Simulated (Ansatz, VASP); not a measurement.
## GaN: VASP beside Ansatz

INCAR

```
  PREC = Accurate
  ENCUT = 520
  EDIFF = 1E-6
  ISMEAR = 0
  SIGMA = 0.05
  LREAL = F
  LASPH = T
  NELM = 80
  ALGO = Normal
  ISIF = 2
  LWAVE = F
  LCHARG = F
  GGA = PE
  NBANDS = 26
```

The input KPOINTS:

```
Automatic mesh
0
Gamma
  12 12 6
```

POSCAR

```
GaN
1.0
    3.1799996605      0.0000000000      0.0000000000
   -1.5899998303      2.7539604900      0.0000000000
    0.0000000000      0.0000000000      4.9077000000
Ga N
2 2
Direct
    0.3333333333      0.6666666667      0.0000000000
    0.6666666667      0.3333333333      0.5000000000
    0.3333333333      0.6666666667      0.3750000000
    0.6666666667      0.3333333333      0.8750000000
```

Input for Ansatz:

```yaml
crystal:
  lattice:
    - [3.1799996605, 0.0, 0.0]
    - [-1.5899998303, 2.75396049, 0.0]
    - [0.0, 0.0, 4.9077]
  atoms:
    - { symbol: Ga, position: [0.3333333333, 0.6666666667, 0.0] }
    - { symbol: Ga, position: [0.6666666667, 0.3333333333, 0.5] }
    - { symbol: "N", position: [0.3333333333, 0.6666666667, 0.375] }
    - { symbol: "N", position: [0.6666666667, 0.3333333333, 0.875] }
basis:
  ecutwfc: 420
kpoints:
  mp_grid: { grid: [12, 12, 6] }
hamiltonian:
  xc: pbe
scf:
  occupations: { method: gaussian, width: 0.05 }
output:
  forces: true
  stress: true
  eigenvalues: true
```

Change from the starting cell: strain +0.000 along x and y, -0.050 along z, atoms carried along.

Alike in both runs: task single point; functional PBE; k mesh 12 × 12 × 6; occupations gaussian, width 0.05 eV; no spin polarisation.

|  | VASP | Ansatz |
| --- | --- | --- |
| version | VASP 6.6.1 | Ansatz 0.2.0 |
| potentials or method | VASP PAW PBE potentials, release 64 (Ga_d, N) | scalar-relativistic, plane waves, PAW |
| plane-wave cutoff (eV) | 520 | 420 |
| valence electrons in the cell | 36 | 36 |

Ansatz gave:

```
gap on the k mesh at the Fermi level (eV)       : 2.31
least direct gap on the mesh (eV)               : 2.31
pressure (GPa)                                  : 20.1
largest component of the traceless stress (GPa) : 18.82
rms of the force components (eV/Å)              : 0.637
```

Q: Which values does VASP return?

A: gap on the k mesh at the Fermi level (eV): 2.32; least direct gap on the mesh (eV): 2.32; pressure (GPa): 20.1; largest component of the traceless stress (GPa): 18.70; rms of the force components (eV/Å): 0.622.

Atom by atom the forces differ by 0.016 eV/Å (rms over components). With one functional, cell and mesh, what is left measures potentials, basis and numerics.

Caveats: so large a pressure means that the cell lies far from this level's equilibrium, or that cutoff or potentials fall short (VASP); forces of over 1 eV/Å show positions far from the minimum, so gaps and moduli don't describe the material at rest.
